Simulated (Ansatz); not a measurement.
The system is BaTiO3.

```
Ba Ti O
1.0
     3.99980    0.00000    0.00000
     0.00000    3.99980    0.00000
     0.00000    0.00000    4.01800
Ba Ti O
1 1 3
Direct
  0.00000 0.00000 0.00000
  0.50000 0.50000 0.49000
  0.00000 0.50000 0.51700
  0.50000 0.00000 0.51700
  0.50000 0.50000 0.01900
```

* Program: Ansatz 0.2.0
* Task: relaxation of cell and atoms
* Functional: revPBE
* Potentials or basis: Ansatz PAW
* Cutoff: 420 eV (not typed: the program's choice for these potentials)
* k mesh: 7 × 7 × 7
* Occupations: fermi-dirac, width 0.05 eV
* Spin: no spin polarisation

At the start: volume 12.86 Å³/atom.

Question: Where does the relaxation end?

Answer: It ends after 19 steps and the volume is 13.86 Å³/atom (+7.8 %); space group P4mm (No. 99, to 0.05 Å).

The path:
```tsv
step	energy change (eV)	largest force (eV/Å)	volume (Å³)
1	0.0000	0.2969	64.28
2	-0.0356	0.4580	66.76
3	-0.0389	0.3691	66.70
4	-0.0454	0.3593	66.65
5	-0.0620	0.2782	67.29
6	-0.0777	0.1168	68.06
7	-0.0779	0.0564	68.16
8	-0.0780	0.0143	68.21
9	-0.0781	0.0003	68.20
10	-0.1001	0.0022	68.20
11	-0.1015	0.0076	68.77
12	-0.1011	0.0132	69.05
13	-0.1009	0.0149	69.13
14	-0.1009	0.0022	69.12
15	-0.1043	0.0017	69.12
16	-0.1041	0.0031	69.24
17	-0.1045	0.0032	69.24
18	-0.1044	0.0011	69.30
19	-0.1045	0.0011	69.30
```

Final structure:
```
Ba Ti O
1.0
     3.99011    0.00000    0.00000
     0.00000    3.99011    0.00000
     0.00000    0.00000    4.35288
Ba Ti O
1 1 3
Direct
  0.00000 0.00000 0.97855
  0.50000 0.50000 0.46474
  0.00000 0.50000 0.52380
  0.50000 0.00000 0.52380
  0.50000 0.50000 0.05210
```

Caveat: the plane-wave basis is chosen anew once the cell has moved, so the energies of steps on either side of that aren't comparable; the pressure holds a Pulay correction of +0.5 GPa for the finite cutoff; the PAW data sets come from PBE, with cores solved anew for the run's functional, which leaves a small shift of forces and pressure.
